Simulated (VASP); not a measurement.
Sb: relaxation of cell and atoms with LDA

Crystal: Sb.

```
Sb
1.0
     3.12240    0.00000    0.00000
     0.00000    4.34752    0.00000
    -0.03891    0.00000    4.40585
Sb
2
Direct
  0.01139 0.25000 0.24117
  0.98861 0.75000 0.75883
```

This isn't the form of Sb at room conditions, which is rhombohedral.

- Program: VASP 6.6.1
- Task: relaxation of cell and atoms
- Functional: LDA
- Potentials or basis: VASP PAW LDA potentials, release 64 (Sb)
- Cutoff: 600 eV
- k mesh: 9 × 6 × 6
- Occupations: methfessel-paxton, width 0.1 eV
- Spin: no spin polarisation
- Further INCAR settings: LASPH = False; ALGO = Normal; EDIFF = 1e-06; IBRION = 2; EDIFFG = -0.01; NSW = 40; ISIF = 3

| Property | Result |
| --- | --- |
| Relaxed volume | 28.18 Å³/atom |
| Relaxed cell | a = 3.062 Å, b = 4.200 Å, c = 4.382 Å, α = 90.00°, β = 90.00°, γ = 90.00° |
| Space group after relaxing (to 0.05 Å) | Cmmm (No. 65) |
| Energy gained by relaxing | 21.1 meV/atom |
| Ionic steps | 22 |
| Pressure after relaxing | 0.0 GPa |
| Band gap on the k mesh | none (metal or under the smearing width) |

Forces in eV/Å, atoms in the order of the input:
```
Sb   0.001  0.000 -0.002
Sb  -0.001  0.000  0.002
```

The path:
```
step  energy change (eV)  largest force (eV/Å)  pressure (GPa)  volume (Å³)
   1              0.0000                0.0441           -3.21        59.81
   2             -0.0235                0.1436            2.23        54.77
   3             -0.0354                0.0981            0.01        56.52
   4             -0.0371                0.0911            0.03        56.47
   5             -0.0408                0.0485            0.10        56.29
   6             -0.0338                0.0244            0.39        55.93
   7             -0.0411                0.0310            0.13        56.23
   8             -0.0416                0.0220           -0.06        56.40
   9             -0.0417                0.0225           -0.02        56.36
  10             -0.0418                0.0212            0.03        56.32
  11             -0.0418                0.0198            0.09        56.28
  12             -0.0419                0.0191            0.07        56.30
  13             -0.0420                0.0171            0.00        56.35
  14             -0.0420                0.0163           -0.03        56.38
  15             -0.0420                0.0152           -0.03        56.37
  16             -0.0421                0.0122           -0.01        56.35
  17             -0.0422                0.0063            0.04        56.32
  18             -0.0421                0.0067            0.12        56.24
  19             -0.0422                0.0032            0.07        56.29
  20             -0.0423                0.0010           -0.03        56.37
  21             -0.0423                0.0006           -0.03        56.37
  22             -0.0423                0.0024           -0.01        56.35
```

Final structure:
```yaml
crystal:
  lattice:
    - [3.06208, 0.00000, 0.01330]
    - [0.00000, 4.20000, 0.00000]
    - [-0.01927, 0.00000, 4.38181]
  atoms:
    - { symbol: Sb, position: [0.99958, 0.25000, 0.24793] }
    - { symbol: Sb, position: [0.00042, 0.75000, 0.75207] }
```

Levels at points of the mesh, in eV from the Fermi level:
```tsv
k point	band 1	band 2	band 3	band 4	band 5	band 6	band 7	band 8	band 9
(0.00, 0.00, 0.00)	-12.99	-7.50	-4.14	-3.62	1.90	3.05	3.25	3.44	6.74
(0.00, 0.50, 0.00)	-11.04	-11.04	-1.73	-1.73	-1.27	-1.27	4.91	4.91	8.34
(0.00, 0.00, 0.50)	-11.21	-11.11	-1.45	-1.33	-0.83	-0.80	4.76	4.85	7.48
(0.00, 0.50, 0.50)	-10.33	-10.33	-6.10	-6.10	5.26	5.26	5.47	5.47	8.82
```

Run time: 3.5 min on 1 thread of Intel(R) Xeon(R) 6975P-C (Granite Rapids), with other jobs on the host, peak memory 0.22 GiB.

Spin-orbit coupling is left out, which matters for the levels of Sb.
